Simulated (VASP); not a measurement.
# InP (F-43m) in VASP: further runs

One crystal, InP, is run at these levels: PBE, PBEsol; tasks: relaxation of cell and atoms.

Program: VASP 6.6.1. These are calculated values, not measurements. Logs are shortened: lines on timing, memory, paths and dates and some standing lists are left out, and cuts for length are marked.

## 1. The structure

The structure is cubic, space group F-43m (No. 216). The conventional cell has a = 5.861 Å, b = 5.861 Å, c = 5.861 Å, α = 90.00°, β = 90.00°, γ = 90.00°. Around In (site symmetry -43m) lie 4 P at 2.54 Å. P (site symmetry -43m) is surrounded by 4 In at 2.54 Å.

## 2. Relaxation of cell and atoms, PBE

Contents of INCAR:

```
SYSTEM = InP
PREC = Accurate
ENCUT = 600
EDIFF = 1E-6
ISMEAR = 0
SIGMA = 0.03
LREAL = .FALSE.
LASPH = .TRUE.
NELM = 80
ALGO = Normal
ISIF = 3
LWAVE = .FALSE.
LCHARG = .FALSE.
GGA = PE
IBRION = 2
NSW = 90
EDIFFG = -0.01
```

Contents of KPOINTS:

```
Automatic mesh
0
G
  8 8 8
  0 0 0
```

Contents of POSCAR:

```
InP
1.0
    0.0000000000      2.9305000000      2.9305000000
    2.9305000000      0.0000000000      2.9305000000
    2.9305000000      2.9305000000      0.0000000000
In P
1 1
Direct
    0.0000000000      0.0000000000      0.0000000000
    0.2500000000      0.2500000000      0.2500000000
```

Potentials or basis: VASP PAW PBE potentials, release 64 (In_d, P).

The run is started by

```
> cat potpaw_PBE.64/In_d/POTCAR potpaw_PBE.64/P/POTCAR > POTCAR
> mpirun -np 1 vasp_std > vasp.out
```

OUTCAR:

```text
SYSTEM = InP
   PREC = Accurate
   ENCUT = 600
   EDIFF = 1E-6
   ISMEAR = 0
   LREAL = .FALSE.
   LASPH = .TRUE.
   NELM = 80
   ISIF = 3
   GGA = PE
   IBRION = 2
   NSW = 90
   EDIFFG = -0.01

 ion  position               nearest neighbor table
   1  0.000  0.000  0.000-   2 2.54   2 2.54   2 2.54   2 2.54
   2  0.250  0.250  0.250-   1 2.54   1 2.54   1 2.54   1 2.54

  LATTYP: Found a face centered cubic cell.
 ALAT       =     5.8610000000

  Lattice vectors:

 A1 = (   0.0000000000,   2.9305000000,   2.9305000000)
 A2 = (   2.9305000000,   0.0000000000,   2.9305000000)
 A3 = (   2.9305000000,   2.9305000000,   0.0000000000)

Analysis of symmetry for initial positions (statically):
=====================================================================
 Subroutine PRICEL returns:
 Original cell was already a primitive cell.

 Routine SETGRP: Setting up the symmetry group for a
 face centered cubic supercell.

 Subroutine GETGRP returns: Found 24 space group operations
 (whereof 24 operations were pure point group operations)
 out of a pool of 48 trial point group operations.

The static configuration has the point symmetry T_d .

Analysis of symmetry for dynamics (positions and initial velocities):
=====================================================================
 Subroutine PRICEL returns:
 Original cell was already a primitive cell.

 Routine SETGRP: Setting up the symmetry group for a
 face centered cubic supercell.

 Subroutine GETGRP returns: Found 24 space group operations
 (whereof 24 operations were pure point group operations)
 out of a pool of 48 trial point group operations.

The dynamic configuration has the point symmetry T_d .

 Subroutine INISYM returns: Found 24 space group operations
 (whereof 24 operations are pure point group operations),
 and found     1 'primitive' translations

----------------------------------------------------------------------------------------

                                     Primitive cell

  volume of cell :      50.3333

  direct lattice vectors                    reciprocal lattice vectors
     0.000000000  2.930500000  2.930500000    -0.170619348  0.170619348  0.170619348
     2.930500000  0.000000000  2.930500000     0.170619348 -0.170619348  0.170619348
     2.930500000  2.930500000  0.000000000     0.170619348  0.170619348 -0.170619348

  length of vectors
     4.144352845  4.144352845  4.144352845     0.295521380  0.295521380  0.295521380

  position of ions in fractional coordinates (direct lattice)
     0.000000000  0.000000000  0.000000000
     0.250000000  0.250000000  0.250000000

  ion indices of the primitive-cell ions
   primitive index   ion index
                 1           1
                 2           2

----------------------------------------------------------------------------------------

 KPOINTS: Automatic mesh

Automatic generation of k-mesh.
 Grid dimensions read from file:
 generate k-points for:    8    8    8

 Generating k-lattice:

  Cartesian coordinates                     Fractional coordinates (reciprocal lattice)
    -0.021327419  0.021327419  0.021327419     0.125000000  0.000000000  0.000000000
     0.021327419 -0.021327419  0.021327419     0.000000000  0.125000000  0.000000000
     0.021327419  0.021327419 -0.021327419     0.000000000  0.000000000  0.125000000

  Length of vectors
     0.036940172  0.036940172  0.036940172

  Shift w.r.t. Gamma in fractional coordinates (k-lattice)
     0.000000000  0.000000000  0.000000000

 Subroutine IBZKPT returns following result:
 ===========================================

 Found     29 irreducible k-points:

 Following reciprocal coordinates:
            Coordinates               Weight
  0.000000  0.000000  0.000000      1.000000
  0.125000  0.000000  0.000000      8.000000
  0.250000  0.000000  0.000000      8.000000
  0.375000  0.000000  0.000000      8.000000
  0.500000  0.000000  0.000000      4.000000
  0.125000  0.125000  0.000000      6.000000
[... 16 lines left out ...]
  0.500000  0.250000  0.125000     48.000000
 -0.375000  0.250000  0.125000     24.000000
 [... further k-points ...]
   k-points           NKPTS =     29   k-points in BZ     NKDIM =     29   number of bands    NBANDS=     13
   number of dos      NEDOS =    301   number of ions     NIONS =      2
   total plane-waves  NPLWV =  46656
   dimension x,y,z NGX =    36 NGY =   36 NGZ =   36
   dimension x,y,z NGXF=    72 NGYF=   72 NGZF=   72
   ions per type =               1   1
   NGX,Y,Z   is equivalent  to a cutoff of  14.44, 14.44, 14.44 a.u.
   NGXF,Y,Z  is equivalent  to a cutoff of  28.88, 28.88, 28.88 a.u.
 SYSTEM =  InP
   PREC   = accura    normal or accurate (medium, high low for compatibility)
   ISTART =      0    job   : 0-new  1-cont  2-samecut
   ICHARG =      2    charge: 1-file 2-atom 10-const
   ISPIN  =      1    spin polarized calculation?
   LNONCOLLINEAR =      F non collinear calculations
   LSORBIT =      F    spin-orbit coupling
   LASPH  =      T    aspherical Exc in radial PAW
   ENCUT  =  600.0 eV  44.10 Ry    6.64 a.u.   8.28  8.28  8.28*2*pi/ulx,y,z
   NELM   =     80;   NELMIN=  2; NELMDL= -5     # of ELM steps
   EDIFF  = 0.1E-05   stopping-criterion for ELM
   LREAL  =      F    real-space projection
   EDIFFG = -.1E-01   stopping-criterion for IOM
   NSW    =     90    number of steps for IOM
   IBRION =      2    ionic relax: 0-MD 1-quasi-New 2-CG
   NFREE  =      1    steps in history (QN), initial steepest desc. (CG)
   ISIF   =      3    stress and relaxation
   ISYM   =      2    0-nonsym 1-usesym 2-fastsym
   POTIM  = 0.5000    time-step for ionic-motion
   TEBEG  =    0.0;   TEEND  =   0.0 temperature during run
   PSTRESS=    0.0 pullay stress
   NELECT =      18.0000    total number of electrons
   NUPDOWN=      -1.0000    fix difference up-down
   EMIN   =  10.00;   EMAX   =-10.00  energy-range for DOS
   EFERMI =   0.00;   METHOD = LEGACY
   ISMEAR =     0;   SIGMA  =   0.03  broadening in eV -4-tet -1-fermi 0-gaus
   EFERMI_NEDOS =   21; number of points for ismear=-14 and -15
   IALGO  =     38    algorithm
   IMIX   =      4    mixing-type and parameters
     AMIX     =   0.40;   BMIX     =  1.00
     AMIX_MAG =   1.60;   BMIX_MAG =  1.00
  volume/ion in A,a.u.               =      25.17       169.83
  Fermi-wavevector in a.u.,A,eV,Ry     =   1.162021  2.195901 18.371846  1.350293
  Thomas-Fermi vector in A             =   2.298587
   LORBIT       =      0    0 simple, 1 ext, 2 COOP (PROOUT), +10 PAW based schemes
   GGA     = PE    functional components
   LHFCALC =     F    Hartree Fock is set to
   AEXX    =    0.0000 exact exchange contribution
   IVDW    =     0    specifies the selected vdW correction
   LEPSILON=     F    determine dielectric tensor
   LRPA    =     F    only Hartree local field effects (RPA)
 conjugate gradient relaxation of ions
 non-spin polarized calculation
 Gauss-broadening in eV      SIGMA  =   0.03
  energy-cutoff  :      600.00
  volume of cell :       50.33
 maximum number of plane-waves:      1700
 NGX is ok and might be reduce to    36
   NGX = 17   NGY = 17   NGZ = 17

--------------------------------------- Ionic step        1  -------------------------------------------

 number of electron      17.9999998 magnetization

 Free energy of the ion-electron system (eV)
  ---------------------------------------------------
  ext. energy  EPLUGINS =         0.00000000
  ---------------------------------------------------
  free energy    TOTEN  =        -8.38087440 eV

  energy without entropy =       -8.38087440  energy(sigma->0) =       -8.38087440

------------------------ aborting loop because EDIFF is reached ----------------------------------------

  FORCE on cell =-STRESS in cart. coord.  units (eV):
  Direction    XX          YY          ZZ          XY          YZ          ZX
  --------------------------------------------------------------------------------------
  -------------------------------------------------------------------------------------
  Total        1.0354820      1.0354820      1.0354820      0.0000000      0.0000000     -0.0000000
  in kB       32.9608154     32.9608154     32.9608154      0.0000000      0.0000000     -0.0000000
  external PRESSURE =      32.9608154 kB  Pullay stress =       0.0000000 kB
[... 57 lines left out ...]
  energy  without entropy=       -8.4001121190  energy(sigma->0) =       -8.40011212

--------------------------------------- Ionic step        3  -------------------------------------------

 number of electron      17.9999999 magnetization

 Free energy of the ion-electron system (eV)
  ---------------------------------------------------
  ext. energy  EPLUGINS =         0.00000000
  ---------------------------------------------------
  free energy    TOTEN  =        -8.40596664 eV

  energy without entropy =       -8.40596664  energy(sigma->0) =       -8.40596664

 E-fermi :   4.8483     XC(G=0):  -9.0650

 val. band max:        4.6639307050   @ k =   0.0000   0.0000   0.0000
 cond. band min:       5.1060003420   @ k =   0.0000   0.0000   0.0000
 fundamental gap:      0.4420696371
 Fermi energy:         4.8482992802

 k-point     1 :       0.0000    0.0000    0.0000
  band No.  band energies     occupation
      1      -9.4336      2.00000
      2      -9.4336      2.00000
      3      -9.4336      2.00000
      4      -9.3048      2.00000
      5      -9.3048      2.00000
      6      -6.5266      2.00000
      7       4.6639      2.00000
      8       4.6639      2.00000
      9       4.6639      2.00000
     10       5.1060      0.00000
     11       8.7526      0.00000
     12       8.7526      0.00000
     13       8.7526      0.00000
[... 353 lines left out ...]
 k-point    24 :      -0.3750    0.2500    0.1250
  band No.  band energies     occupation
      1      -9.5435      2.00000
      2      -9.3925      2.00000
      3      -9.3758      2.00000
      4      -9.3089      2.00000
      5      -9.2937      2.00000
      6      -4.6699      2.00000
      7      -0.6603      2.00000
      8       2.1381      2.00000
      9       3.1519      2.00000
     10       7.6871      0.00000
     11       8.8720      0.00000
     12      10.4357      0.00000
     13      11.7401      0.00000

 [... further k-points ...]

------------------------ aborting loop because EDIFF is reached ----------------------------------------

  FORCE on cell =-STRESS in cart. coord.  units (eV):
  Direction    XX          YY          ZZ          XY          YZ          ZX
  --------------------------------------------------------------------------------------
  -------------------------------------------------------------------------------------
  Total        0.0038017      0.0038017      0.0038017     -0.0000000      0.0000000     -0.0000000
  in kB        0.1151800      0.1151800      0.1151800     -0.0000000      0.0000000     -0.0000000
  external PRESSURE =       0.1151800 kB  Pullay stress =       0.0000000 kB
[... 17 lines left out ...]
  FREE ENERGIE OF THE ION-ELECTRON SYSTEM (eV)
  ---------------------------------------------------
  free  energy   TOTEN  =        -8.4059666422 eV

  energy  without entropy=       -8.4059666422  energy(sigma->0) =       -8.40596664

 reached required accuracy - stopping structural energy minimisation
```

Run time: 28 s. Hardware: 1 thread of Intel Xeon 6975P-C (Granite Rapids), shared host; peak memory 0.22 GiB.

What came out:

| Quantity | Value |
| --- | --- |
| Free energy | -8.4060 eV |
| Relaxed volume | 26.44 Å³/atom |
| Relaxed cell | a = 4.213 Å, b = 4.213 Å, c = 4.213 Å, α = 60.00°, β = 60.00°, γ = 60.00° |
| Space group after relaxing (to 0.05 Å) | F-43m (No. 216) |
| Energy gained by relaxing | 12.5 meV/atom |
| Ionic steps | 3 |
| Pressure after relaxing | 0.0 GPa |
| Band gap on the k mesh | 0.44 eV, direct |

Step by step:
| step | energy change (eV) | largest force (eV/Å) | pressure (GPa) | volume (Å³) |
| --- | --- | --- | --- | --- |
| 1 | 0.0000 | 0.0000 | 3.30 | 50.33 |
| 2 | -0.0192 | 0.0000 | -1.39 | 54.20 |
| 3 | -0.0251 | 0.0000 | 0.01 | 52.88 |

Final structure:
```cif
data_structure
_symmetry_space_group_name_H-M 'P 1'
_symmetry_Int_Tables_number 1
_cell_length_a 4.2132
_cell_length_b 4.2132
_cell_length_c 4.2132
_cell_angle_alpha 60.000
_cell_angle_beta 60.000
_cell_angle_gamma 60.000
_cell_volume 52.88
loop_
_atom_site_label
_atom_site_type_symbol
_atom_site_fract_x
_atom_site_fract_y
_atom_site_fract_z
_atom_site_occupancy
In1 In 0.00000 0.00000 0.00000 1
P1 P 0.25000 0.25000 0.25000 1
```

Levels at points of the mesh, in eV from the valence-band top:
```csv
k point,band 5,band 6,band 7,band 8,band 9,band 10,band 11,band 12,band 13
"(0.00, 0.00, 0.00)",-13.97,-11.19,0.00,0.00,0.00,0.44,4.09,4.09,4.09
"(0.50, 0.00, 0.00)",-13.96,-9.62,-5.48,-0.90,-0.90,1.38,4.80,4.80,6.99
"(0.50, 0.50, 0.00)",-13.94,-9.03,-5.54,-2.16,-2.16,1.84,2.26,8.91,9.26
```

Caveat: spin-orbit coupling is left out, which moves the levels of the heavy elements.

## 3. Relaxation of cell and atoms, PBE

This run uses another cell than the first one, of 26.44 Å³/atom, 1.051 times its volume.

INCAR, as its differences from that of step 2:

```diff
@@ -3,3 +3,3 @@
 ENCUT = 600
-EDIFF = 1E-6
+EDIFF = 1E-7
 ISMEAR = 0
@@ -16,2 +16,2 @@
 NSW = 90
-EDIFFG = -0.01
+EDIFFG = -0.005
```

KPOINTS is that of step 2.

Contents of POSCAR:

```
InP                                     
1.0
    0.0000000000      2.9791538216      2.9791538216
    2.9791538216      0.0000000000      2.9791538216
    2.9791538216      2.9791538216      0.0000000000
  In              P             
     1     1
Direct
     0.0000000000000000    0.0000000000000000    0.0000000000000000
     0.2500000000000000    0.2500000000000000    0.2500000000000000
```

Potentials or basis: VASP PAW PBE potentials, release 64 (In_d, P).

The run is started by

```
> cat potpaw_PBE.64/In_d/POTCAR potpaw_PBE.64/P/POTCAR > POTCAR
> mpirun -np 1 vasp_std > vasp.out
```

Wall time 15 s (1 thread of Intel Xeon 6975P-C (Granite Rapids), shared host); peak memory 0.21 GiB.

It converged, with:

* Free energy: -8.4063 eV
* Pressure after relaxing: 0.0 GPa
* Band gap on the k mesh: 0.44 eV, direct

Final structure:
```
CELL_PARAMETERS angstrom
0.00000 2.97915 2.97915
2.97915 0.00000 2.97915
2.97915 2.97915 0.00000
ATOMIC_POSITIONS crystal
In 0.00000 0.00000 0.00000
P 0.25000 0.25000 0.25000
```

Levels at points of the mesh, in eV from the valence-band top:
```csv
k point,band 5,band 6,band 7,band 8,band 9,band 10,band 11,band 12,band 13
"(0.00, 0.00, 0.00)",-13.97,-11.19,0.00,0.00,0.00,0.44,4.09,4.09,4.09
"(0.50, 0.00, 0.00)",-13.96,-9.62,-5.48,-0.90,-0.90,1.38,4.80,4.80,6.99
"(0.50, 0.50, 0.00)",-13.94,-9.03,-5.54,-2.16,-2.16,1.84,2.26,8.91,9.26
```

Caveat: the relaxation stopped at its first step, so nothing moved; spin-orbit coupling is left out, which moves the levels of the heavy elements. A hybrid or GW would open this gap; PBE tends to underestimate it.

## 4. Relaxation of cell and atoms, PBEsol

Contents of INCAR:

```
SYSTEM = InP
PREC = Accurate ; ENCUT = 600
EDIFF = 1E-6 ; ISMEAR = 0
SIGMA = 0.03 ; LREAL = .False.
LASPH = .True. ; NELM = 80
ALGO = Normal ; ISIF = 3
LWAVE = .False. ; LCHARG = .False.
GGA = PS ; IBRION = 2
NSW = 90 ; EDIFFG = -0.01
KPAR = 4
```

Contents of KPOINTS:

```
Automatic mesh
0
Gamma
  8 8 8
  0 0 0
```

Contents of POSCAR:

```
InP
1.0
    0.0000000000      2.9305000000      2.9305000000
    2.9305000000      0.0000000000      2.9305000000
    2.9305000000      2.9305000000      0.0000000000
In P
1 1
Direct
    0.0000000000      0.0000000000      0.0000000000
    0.2500000000      0.2500000000      0.2500000000
```

The run is started by

```
> cat potpaw_PBE.64/In_d/POTCAR potpaw_PBE.64/P/POTCAR > POTCAR
> mpirun -np 4 vasp_std > vasp.out
```

It took 36 s on 4 MPI ranks of Intel Xeon Platinum 8375C at 2.90GHz (Ice Lake), shared host; peak memory 0.21 GiB.

The run converged. Its results:

```yaml
Free_energy: -9.1551 eV
Relaxed_volume: 25.39 Å³/atom
Relaxed_cell: a = 4.157 Å, b = 4.157 Å, c = 4.157 Å, α = 60.00°, β = 60.00°, γ = 60.00°
Space_group_after_relaxing_to_0.05_Å: F-43m (No. 216)
Energy_gained_by_relaxing: 0.4 meV/atom
Ionic_steps: 3
Pressure_after_relaxing: 0.0 GPa
Band_gap_on_the_k_mesh: 0.57 eV, direct
```

The path:
```tsv
step	energy change (eV)	largest force (eV/Å)	pressure (GPa)	volume (Å³)
1	0.0000	0.0000	0.61	50.33
2	-0.0006	0.0000	-0.30	51.04
3	-0.0009	0.0000	-0.01	50.79
```

Final structure:
```yaml
crystal:
  lattice:
    - [0.00000, 2.93933, 2.93933]
    - [2.93933, 0.00000, 2.93933]
    - [2.93933, 2.93933, 0.00000]
  atoms:
    - { symbol: In, position: [0.00000, 0.00000, 0.00000] }
    - { symbol: P, position: [0.25000, 0.25000, 0.25000] }
```

Levels at points of the mesh, in eV from the valence-band top:
```tsv
k point	band 5	band 6	band 7	band 8	band 9	band 10	band 11	band 12	band 13
(0.00, 0.00, 0.00)	-13.98	-11.49	0.00	0.00	0.00	0.57	4.02	4.02	4.02
(0.50, 0.00, 0.00)	-13.97	-9.77	-5.75	-0.97	-0.97	1.38	4.73	4.73	6.93
(0.50, 0.50, 0.00)	-13.95	-9.11	-5.78	-2.32	-2.32	1.65	2.17	9.04	9.47
```

Caveat: the PAW data sets were made with another functional, which shifts forces and pressure a little; spin-orbit coupling is left out, which moves the levels of the heavy elements.

[end of part 1 of 2]
